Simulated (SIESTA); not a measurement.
Crystal: SiC.

```
Si C
1.0
     3.07569    0.00000    0.00000
    -1.53785    2.66363    0.00000
     0.00000    0.00000   10.07065
Si C
4 4
Direct
  0.00000 0.00000 0.18789
  0.00000 0.00000 0.68789
  0.33333 0.66667 0.43784
  0.66667 0.33333 0.93784
  0.00000 0.00000 0.00046
  0.00000 0.00000 0.50046
  0.33333 0.66667 0.24980
  0.66667 0.33333 0.74980
```

The cell is a database's computed one.

Base run:

- Program: SIESTA 5.4.2
- Functional: PBE
- Potentials or basis: PseudoDojo 0.4 standard (PBE files)
- Basis: DZP (energy shift 0.003 Ry)
- Grid cutoff: 500 Ry
- Energy shift: 0.003 Ry
- k mesh: 10 × 10 × 3
- Occupations: fermi-dirac, width 0.05 eV
- Spin: no spin polarisation

Its results: band gap on the k mesh 2.22 eV, indirect (least direct gap 3.36 eV); pressure 6.9 GPa; largest force 0.022 eV/Å.

Q: The run is repeated on the same cell with these changes: basis from DZP (energy shift 0.003 Ry) to SZ (energy shift 0.003 Ry). What comes out?

A: Band gap on the k mesh 4.51 eV, indirect (least direct gap 6.27 eV); pressure 27.3 GPa; largest force 0.241 eV/Å.

Caveats: the basis of atomic orbitals isn't converged, which shifts pressures, moduli and gaps; an odd mesh through Γ misses points on the zone boundary, where band edges often lie (some runs); the basis has no polarisation orbitals (some runs); so large a pressure means that the cell lies far from this level's equilibrium, or that cutoff or potentials fall short (some runs).

Not every run made on this cell is shown here.
